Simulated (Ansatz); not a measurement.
**MnSn$_{2}$ (I4/mcm)**

Level of theory: DFT PBEsol, scalar-relativistic, plane waves, PAW (Ansatz).

Cutoff 420 eV; k points 8×8×8 on the computed 6-atom cell (Γ-centred); Gaussian smearing, width 0.10 eV; collinear spin from starting moments 2.44 2.44 0 0 0 0 μB.

The structure is relaxed at this level of theory with its symmetry kept. Whether it is the stable form of this composition wasn't checked.

```cif
data_structure
_symmetry_space_group_name_H-M 'I4/mcm'
_symmetry_Int_Tables_number 140
_cell_length_a 6.5065
_cell_length_b 6.5065
_cell_length_c 5.3168
_cell_angle_alpha 90.000
_cell_angle_beta 90.000
_cell_angle_gamma 90.000
_cell_volume 225.08
loop_
_atom_site_label
_atom_site_type_symbol
_atom_site_symmetry_multiplicity
_atom_site_Wyckoff_symbol
_atom_site_fract_x
_atom_site_fract_y
_atom_site_fract_z
_atom_site_occupancy
Mn1 Mn 4 a 0.00000 0.00000 0.25000 1
Sn1 Sn 8 h 0.16442 0.66442 0.00000 1
```

- Space group: I4/mcm (No. 140)
- Volume per atom: 18.76 Å³
- Formation energy from the elements' standard states (uncorrected): +0.001 eV/atom
- Kohn–Sham band gap: none (metal)
- Density of states at the Fermi level: 3.19 states/eV per cell
- Löwdin character within 0.5 eV of the Fermi level: Mn 3d 63 %, Sn 5p 27 %
- Bader charges (e): Mn (2 in the cell) 0.02, Sn (4 in the cell) -0.01
- Total moment: 4.11 μB per cell
- Site moments (μB; atoms counted from 1 over the whole cell): Mn (atom 1) 2.22, Mn (atom 2) 2.22, Sn (atom 3) -0.06, Sn (atom 4) -0.06, Sn (atom 5) -0.06, Sn (atom 6) -0.06

Only parallel moments were tried here.

Only this magnetic start was tried.

Cost: 1 run of about 4 core-minutes, on Intel Xeon Platinum 8259CL (Skylake/Cascade Lake) (shared hosts).